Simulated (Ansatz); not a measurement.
Wanted: the native input for an Ansatz 0.2.0 run.

```yaml
Task: relaxation of cell and atoms
Functional: r2SCAN
Dispersion: rVV10
Potentials_or_basis: Ansatz PAW
Cutoff: "500 eV (not typed: the program's choice for these potentials)"
k_mesh: 6 × 6 × 6
Occupations: fermi-dirac, width 0.05 eV
Spin: no spin polarisation
```

The system is TiO2.

```
Ti O
1.0
    -2.97316    3.28737    3.28740
     2.97316   -3.28737    3.28740
     2.97316    3.28737   -3.28740
Ti O
4 8
Direct
  0.00000 0.50000 0.00000
  0.00000 0.00000 0.50000
  0.49524 0.24524 0.25000
  0.50475 0.75475 0.75000
  0.69508 0.69523 0.50015
  0.69508 0.19493 0.99985
  0.80452 0.74962 0.05490
  0.19472 0.74962 0.44510
  0.80528 0.25038 0.55490
  0.30492 0.80507 0.00015
  0.19548 0.25038 0.94510
  0.30492 0.30477 0.49985
```

The cell is a database's computed one.

One way to write it, as run:

input.yaml

```yaml
crystal:
  lattice:
    - [-2.97316, 3.287369, 3.287402]
    - [2.97316, -3.287369, 3.287402]
    - [2.97316, 3.287369, -3.287402]
  atoms:
    - { symbol: Ti, position: [0.0, 0.5, 0.0] }
    - { symbol: Ti, position: [0.0, 0.0, 0.5] }
    - { symbol: Ti, position: [0.495245, 0.245245, 0.25] }
    - { symbol: Ti, position: [0.504755, 0.754755, 0.75] }
    - { symbol: O, position: [0.695081, 0.69523, 0.500149] }
    - { symbol: O, position: [0.695081, 0.194932, 0.999851] }
    - { symbol: O, position: [0.804516, 0.749617, 0.054899] }
    - { symbol: O, position: [0.194718, 0.749617, 0.445101] }
    - { symbol: O, position: [0.805282, 0.250383, 0.554899] }
    - { symbol: O, position: [0.304919, 0.805068, 0.000149] }
    - { symbol: O, position: [0.195484, 0.250383, 0.945101] }
    - { symbol: O, position: [0.304919, 0.30477, 0.499851] }
hamiltonian:
  xc: r2scan
  pseudopotentials: { kind: paw }
  dispersion: rvv10
kpoints:
  mp_grid: { grid: [6, 6, 6] }
scf:
  occupations: { method: fermi_dirac, width: 0.05 }
output:
  forces: true
  stress: true
  eigenvalues: true
relax:
  f_tol: 0.01
  max_steps: 40
  cell: { stress_tol: 0.05 }
```

Potentials or basis: Ansatz PAW.

Run with:

```console
$ ansatz run input.yaml --threads 4 --pin off --max-ram 11264MiB --backend cpu --events-out ev --progress --plain --runs-dir out
```

Results of the run:

| Quantity | Value |
| --- | --- |
| Relaxed volume | 10.34 Å³/atom |
| Relaxed cell | a = 5.452 Å, b = 5.452 Å, c = 5.452 Å, α = 114.46°, β = 107.03°, γ = 107.04° |
| Space group after relaxing (to 0.05 Å) | P4_2/mnm (No. 136) |
| Energy gained by relaxing | 9.5 meV/atom |
| Ionic steps | 5 |
| Pressure after relaxing | 0.0 GPa |
| Band gap on the k mesh | 2.22 eV |

Caveat: the plane-wave basis is chosen anew once the cell has moved, so the energies of steps on either side of that aren't comparable; the PAW data sets come from PBE, with cores solved anew for the run's functional, which leaves a small shift of forces and pressure.

Run time: 72 s on 4 threads of Arm Neoverse V1, with other jobs on the host, peak memory 1.1 GiB.
